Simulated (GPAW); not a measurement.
Input of a GPAW 26.7.0 run:

Contents of run.py:

```python
import json
import numpy as np
from ase import Atoms
from ase.constraints import FixSymmetry
from ase.filters import FrechetCellFilter
from ase.io import write
from ase.optimize import BFGS
from phonopy import Phonopy
from phonopy.structure.atoms import PhonopyAtoms
from gpaw import GPAW, PW, setup_paths

setup_paths.insert(0, '.')

atoms = Atoms(['As', 'As'],
              cell=[[1.8807968987, 1.0858785957, 3.5140619945],
                    [-1.8807968987, 1.0858785957, 3.5140619945],
                    [0.0, -2.1717571915, 3.5140619945]],
              scaled_positions=[[0.226, 0.226, 0.226],
                                [0.774, 0.774, 0.774]],
              pbc=True)

calc = GPAW(mode=PW(600),
            xc='GGA_X_SOGGA+GGA_C_PBE_SOL',
            kpts={'size': (9, 9, 9), 'gamma': True},
            occupations={'name': 'fermi-dirac', 'width': 0.05},
            nbands=13,
            convergence={'density': 1e-06, 'eigenstates': 1e-09},
            maxiter=150,
            txt='gpaw.txt')
atoms.calc = calc
atoms.set_constraint(FixSymmetry(atoms))
BFGS(FrechetCellFilter(atoms), trajectory='relax.traj', logfile='-').run(fmax=0.005, steps=40)
atoms.set_constraint()
energy = atoms.get_potential_energy()
forces = atoms.get_forces()
stress = atoms.get_stress()
calc.write('gs.gpw')
write('result.traj', atoms)
print('Cell:', atoms.cell.cellpar().round(4))
print(atoms.get_scaled_positions().round(5))

def force_constants(scale):
    unit = PhonopyAtoms(symbols=atoms.get_chemical_symbols(), cell=atoms.cell[:] * scale**(1 / 3),
                        scaled_positions=atoms.get_scaled_positions())
    ph = Phonopy(unit, supercell_matrix=np.diag([1, 1, 1]), primitive_matrix=np.eye(3), symprec=1e-4)
    ph.generate_displacements(distance=0.01)
    forces = []
    for i, sc in enumerate(ph.supercells_with_displacements):
        a = Atoms(sc.symbols, cell=sc.cell, scaled_positions=sc.scaled_positions, pbc=True)
        c = GPAW(mode=PW(510),
                 xc='GGA_X_SOGGA+GGA_C_PBE_SOL',
                 kpts={'size': (9, 9, 9), 'gamma': True},
                 occupations={'name': 'fermi-dirac', 'width': 0.05},
                 nbands=13,
                 convergence={'density': 1e-06, 'eigenstates': 1e-09},
                 maxiter=150,
                 txt=f'disp-{scale:.3f}-{i:02d}.txt')
        a.calc = c
        f = a.get_forces()
        forces.append(f - f.mean(axis=0))
        print(f'displacement {i}: drift', f.mean(axis=0).round(5), flush=True)
    ph.forces = forces
    ph.produce_force_constants()
    ph.symmetrize_force_constants()
    return ph

qpoints = [[0.0, 0.0, 0.0]]
results = {}
for scale in [1.0]:
    ph = force_constants(scale)
    ph.run_qpoints(qpoints)
    nu = ph.qpoints.frequencies * 33.35641  # THz to cm^-1
    results[f'{scale:.3f}'] = nu.tolist()
    for qp, f in zip(qpoints, nu):
        print(scale, np.round(qp, 4), f.round(2))
json.dump(results, open('phonons.json', 'w'))
```

Potentials or basis: PAW data sets generated in the run's folder for this functional, pw.

Launch:

```console
$ gpaw-setup -f GGA_X_SOGGA+GGA_C_PBE_SOL As
$ OMP_NUM_THREADS=1 python run.py
```

Question: Estimate the highest phonon frequency at Γ.

Answer: 238 cm⁻¹.

Question: Estimate the space group after relaxing (to 0.05 Å).

Answer: R-3m (No. 166).

Question: What does it give for the relaxed cell?

Answer: a = 4.005 Å, b = 4.005 Å, c = 4.005 Å, α = 56.42°, β = 56.42°, γ = 56.42°.

Question: Predict the relaxed volume.

Answer: 20.83 Å³/atom.

Phonon frequencies in cm⁻¹ (negative: imaginary):
| q point | frequencies |
| --- | --- |
| (0.000, 0.000, 0.000) | 0 0 0 165 165 238 |

Caveat: the cutoff is short for stress and forces, so pressures can be off by a GPa or more.
